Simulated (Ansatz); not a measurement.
SiO2: O-17 NMR of the central transition

Cell: a COD entry, its atoms then relaxed with PBE in this cell.

```cif
data_SiO2
_symmetry_space_group_name_H-M 'Pbcn'
_symmetry_Int_Tables_number 60
_cell_length_a 4.0970
_cell_length_b 5.0462
_cell_length_c 4.4946
_cell_angle_alpha 90.000
_cell_angle_beta 90.000
_cell_angle_gamma 90.000
loop_
_atom_site_label
_atom_site_type_symbol
_atom_site_symmetry_multiplicity
_atom_site_Wyckoff_symbol
_atom_site_fract_x
_atom_site_fract_y
_atom_site_fract_z
Si Si 4 c 0.0000 0.1524 0.2500
O O 8 d 0.7316 0.6172 0.9200
```

One atom of each set is listed.

Method: Kohn–Sham DFT in Ansatz, PBE, plane waves and PAW (field gradients read without the response of the frozen cores, which leaves them typically 4 to 6 % off), scalar-relativistic, 420 eV cutoff, Γ-centred 5×4×4 k-points, Fermi–Dirac smearing 0.02 eV.

O-17 has I = 5/2 and Q = -25.58 mb (Pyykkö 2018); at 9.4 T its Larmor frequency is ν₀ = 54.3 MHz. Only the quadrupole interaction is simulated: positions count from each site's isotropic chemical shift, and shift anisotropy, dipolar and J coupling are left out.

Q: Simulate the second-order pattern (static powder, Gaussian broadening 1 kHz) of site O (3 Si at 1.77–1.83 Å).

A: The calculation gives C_Q = 7.32 MHz and η = 0.41, so ν_Q = 1.10 MHz and the centre of gravity lies at -115 ppm (-6.25 kHz).

offset (kHz), height and a bar:
```
   -30.51          0 
   -29.29          0 
   -28.07         12 ####
   -26.85         40 ############
   -25.63         43 #############
   -24.41         45 #############
   -23.19         47 ##############
   -21.97         48 ###############
   -20.75         51 ###############
   -19.53         53 ################
   -18.31         56 #################
   -17.09         59 ##################
   -15.87         64 ###################
   -14.65         69 #####################
   -13.43         79 ########################
   -12.21        100 ##############################
   -10.99         95 #############################
    -9.77         78 #######################
    -8.55         71 #####################
    -7.33         67 ####################
    -6.11         65 ###################
    -4.89         63 ###################
    -3.67         62 ###################
    -2.45         61 ##################
    -1.23         62 ##################
    -0.01         61 ##################
     1.21         52 ################
     2.43         51 ###############
     3.65         55 ################
     4.87         60 ##################
     6.09         70 #####################
     7.31         96 #############################
     8.53        100 ##############################
     9.75         57 #################
    10.97         48 ##############
    12.19         43 #############
    13.41         38 ###########
    14.63         11 ###
    15.85          0 
    17.07          0
```

At O V_zz stands upright on the plane through its three neighbours (within 3°).

At this cell the PBE pressure is 6 GPa, so with PBE the cell would grow if it were relaxed.
